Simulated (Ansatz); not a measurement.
A run of Ansatz 0.2.0 is set up as follows.

input.yaml

```yaml
crystal:
  lattice:
    - [4.962329544, 0.0, 0.0]
    - [-2.481164772, 4.297503447, 0.0]
    - [0.0, 0.0, 3.08623225]
  atoms:
    - { symbol: Hf, position: [0.0, 0.0, 0.0] }
    - { symbol: Hf, position: [0.3333333333, 0.6666666667, 0.5] }
    - { symbol: Hf, position: [0.6666666667, 0.3333333333, 0.5] }
hamiltonian:
  xc: pbesol
  pseudopotentials: { kind: paw }
kpoints:
  mp_grid: { grid: [6, 6, 9] }
scf:
  occupations: { method: fermi_dirac, width: 0.05 }
output:
  forces: true
  stress: true
  eigenvalues: true
relax:
  f_tol: 0.01
  max_steps: 40
  cell: { stress_tol: 0.05, p_target: 10.0 }
```

Potentials or basis: Ansatz PAW.

Launch:

```bash
$ ansatz run input.yaml --threads 2 --pin off --max-ram 5632MiB --backend cpu --events-out ev --progress --plain --runs-dir out
```

(1) Estimate the band gap on the k mesh.

(2) Predict the relaxed cell.

Answers

(1) none (metal or under the smearing width).

(2) a = 4.792 Å, b = 4.792 Å, c = 2.991 Å, α = 90.00°, β = 90.00°, γ = 120.00°.
